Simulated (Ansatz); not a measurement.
## AlN under changes of volume

One of the cells (9.946 Å³/atom); the others are scaled copies at fixed shape and fractional positions:

```
Al N
1.0
     3.31212    0.00000    0.00000
    -1.65606    2.86838    0.00000
     0.00000    0.00000    4.18756
Al N
2 2
Direct
  0.66667 0.33333 0.25000
  0.33333 0.66667 0.75000
  0.66667 0.33333 0.75000
  0.33333 0.66667 0.25000
```

Measurements of this composition are mostly on another form, of space group No. 186.

```yaml
Program: Ansatz 0.2.0
Functional: PBE
Potentials_or_basis: Ansatz PAW
Cutoff: "420 eV (not typed: the program's choice for these potentials)"
k_mesh: 9 × 9 × 7
Occupations: fermi-dirac, width 0.05 eV
Spin: no spin polarisation
```

| volume (Å³/atom) | energy over the lowest point (meV/atom) | pressure (GPa) | gap on the mesh (eV) |
| --- | --- | --- | --- |
| 9.349 | 26.70 | 14.8 | 3.72 |
| 9.548 | 11.72 | 9.5 | 3.56 |
| 9.747 | 2.99 | 4.6 | 3.41 |
| 9.946 | 0.00 | 0.3 | 3.26 |
| 10.145 | ? | ? | ? |
| 10.344 | 9.00 | -7.3 | 2.96 |
| 10.543 | 20.10 | -10.5 | 2.82 |

**Question.** What does the run at 10.145 Å³/atom give?

**Answer.** Energy over the lowest point 2.15 meV/atom; pressure -3.7 GPa; gap on the mesh 3.11 eV.

Worked out: A Birch-Murnaghan fit of order 3 (a polynomial in V^(-2/3)) to the other rows has its minimum at 9.96 Å³/atom with B0 = V·E''(V) = 207 GPa and B' = 3.9 at fixed shape and positions, which overstates the stiffness. It gives 2.15 meV/atom at 10.145 Å³/atom, against the run's 2.15, and -dE/dV = -3.7 GPa, against -3.7. A straight line through the other rows of the gap, of slope -7.49 eV per unit of ln V (its deformation potential), gives 3.11 eV, against the run's 3.11.

Energies are extrapolated to zero smearing.

Caveats: odd divisions of the mesh miss points on the zone boundary, where band edges often lie, so the gap on the mesh can be too wide.

A mesh can miss the band edges.
